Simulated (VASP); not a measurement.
Here is a VASP 6.6.1 calculation.

The input INCAR:

```
SYSTEM = H2CO2
PREC = Accurate
ENCUT = 520
EDIFF = 1E-6
ISMEAR = -1
SIGMA = 0.02
LREAL = Auto
LASPH = .True.
NELM = 60
ALGO = Normal
ISIF = 2
LWAVE = .False.
LCHARG = .False.
GGA = PS
NBANDS = 98
```

KPOINTS

```
Automatic mesh
0
Gamma
  1 1 1
  0 0 0
```

The input POSCAR:

```
H2CO2
1.0
    7.3876590000      0.0000000000      0.0000000000
    0.0000000000      7.3876590000      0.0000000000
    0.0000000000      0.0000000000      7.3876590000
O C H
16 8 16
Direct
    0.8133429006      0.5064121124      0.0897577974
    1.0599433461      0.6277225302     -0.0154582121
    0.4884361880      0.8897947239      0.4684704586
    0.2446106405      0.9710653943      0.3381856147
    0.4723147075      0.3239862587      0.5589321326
    0.3349640258      0.5876557107      0.4877729197
    0.2639131016     -0.0461309868     -0.0554979595
    0.3337051697      0.2374365141      0.0094752614
    0.8967522729     -0.0263006184      0.9588693793
    0.6592074702      0.1018996681      0.8093226826
   -0.0723097804      0.1482201601      0.3365071398
    0.0490953900      0.2495919208      0.6106670598
    0.4199165121      0.5698286832     -0.0510716588
    0.6312419130      0.6017603141     -0.2849211097
    1.0161541024      0.7701357088      0.6335971923
    0.9120615881      0.5805357286      0.4069760123
    0.9325416888      0.5270952544     -0.0396607369
    0.4146509740      0.9956063213      0.3686282759
    0.3756941137      0.4300821140      0.4487619150
    0.3188154732      0.1161531684     -0.1050806487
    0.7406405737      0.0621035703      0.9478916122
   -0.0644859217      0.2179986921      0.4837933099
    0.5421338478      0.6528590451     -0.1486668510
    0.9328936271      0.7327084263      0.4757799460
    0.8522862249      0.5632907529      0.2114336896
    0.8973884691      0.4304475883     -0.1478140775
    0.4230433484      0.7659259855      0.4902770959
    0.4812620615      1.1088221587      0.2961966707
    0.5467361176      0.4276997625      0.6341386358
    0.3309031995      0.3628212943      0.3201014015
    0.2277988196     -0.0401074278      0.0754772249
    0.3546996417      0.1396788888     -0.2525157157
    0.9594514311     -0.0394441595      0.8334981352
    0.7104957064      0.1067455875      1.0881931611
    0.1705547048      0.1920500121      0.3292517968
   -0.2093897404      0.2746066108      0.5393318777
    0.3993822671      0.4357672708     -0.0512611641
    0.5523942023      0.7947037079     -0.1189957468
    1.0501296825      0.6532786638      0.6842086241
    0.8911754048      0.8577412682      0.4052704652
```

Potentials or basis: VASP PAW PBE potentials, release 64 (O, C, H).

Command:

```console
$ cat potpaw_PBE.64/O/POTCAR potpaw_PBE.64/C/POTCAR potpaw_PBE.64/H/POTCAR > POTCAR
$ mpirun -np 1 vasp_gam > vasp.out
```

(1) Predict the pressure.

(2) Predict the band gap on the k mesh.

(3) Estimate the largest force.

Results:

(1) 0.3 GPa.

(2) 2.26 eV, direct.

(3) 7.733 eV/Å.

Caveat: the standard files for N, O and F lose accuracy on very short bonds; the PAW data sets were made with another functional, which shifts forces and pressure a little.
